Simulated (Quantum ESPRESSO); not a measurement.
**HgTe (Coloradoite): relaxation of cell and atoms with PBEsol**

The system is HgTe (Coloradoite).

```
Hg Te
1.0
     0.00000    3.21450    3.21450
     3.21450    0.00000    3.21450
     3.21450    3.21450    0.00000
Hg Te
1 1
Direct
  0.00000 0.00000 0.00000
  0.75000 0.75000 0.75000
```

| Item | Value |
| --- | --- |
| Program | Quantum ESPRESSO 7.5 |
| Task | relaxation of cell and atoms |
| Functional | PBEsol |
| Potentials or basis | GBRV 1.5 PBEsol |
| Cutoff | 707 eV |
| Density cutoff | 5633 eV |
| k mesh | 7 × 7 × 7 |
| Occupations | fermi-dirac, width 0.05 eV |
| Spin | no spin polarisation |
| Target pressure | 10 GPa |
| Mixing beta | 0.5 |
| Most SCF iterations | 120 |
| SCF threshold | 4e-10 Ry |
| Most ionic steps | 40 |
| Forc conv thr | 0.0004 Ry/bohr |
| Etot conv thr | 1e-05 Ry |
| Ion dynamics | bfgs |
| Cell dynamics | bfgs |
| Press conv thr | 0.3 kbar |

- Relaxed volume: 29.72 Å³/atom
- Relaxed cell: a = 4.380 Å, b = 4.380 Å, c = 4.380 Å, α = 60.00°, β = 60.00°, γ = 60.00°
- Space group after relaxing (to 0.05 Å): F-43m (No. 216)
- Energy change on relaxing (the enthalpy is what falls): +123.7 meV/atom
- Ionic steps: 5
- Pressure after relaxing: 10.0 GPa
- Band gap on the k mesh: none (metal or under the smearing width)

The path:
| step | energy change (eV) | largest force (eV/Å) | pressure (GPa) | volume (Å³) |
| --- | --- | --- | --- | --- |
| 1 | 0.0000 | 0.0000 | 2.15 | 66.43 |
| 2 | 0.0540 | 0.0000 | 4.54 | 63.81 |
| 3 | 0.2133 | 0.0000 | 9.15 | 60.00 |
| 4 | 0.2522 | 0.0000 | 10.12 | 59.36 |
| 5 | 0.2474 | 0.0000 | 10.00 | 59.43 |

Final structure:
```
Hg Te
1.0
     0.00000    3.09742    3.09742
     3.09742    0.00000    3.09742
     3.09742    3.09742    0.00000
Hg Te
1 1
Direct
  0.00000 0.00000 0.00000
  0.75000 0.75000 0.75000
```

Levels at points of the mesh, in eV from the Fermi level:
```
           k point  band 5  band 6  band 7  band 8  band 9  band 10  band 11  band 12  band 13  band 14
(0.00, 0.00, 0.00)   -7.54   -7.54   -0.55   -0.04   -0.04    -0.04     3.82     3.82     3.82     6.41
```

It took 59 s on 2 MPI ranks on Arm Neoverse V2, on a shared host, peak memory 0.36 GiB a rank.

The run has no spin-orbit coupling, so splittings on Hg, Te are missing.
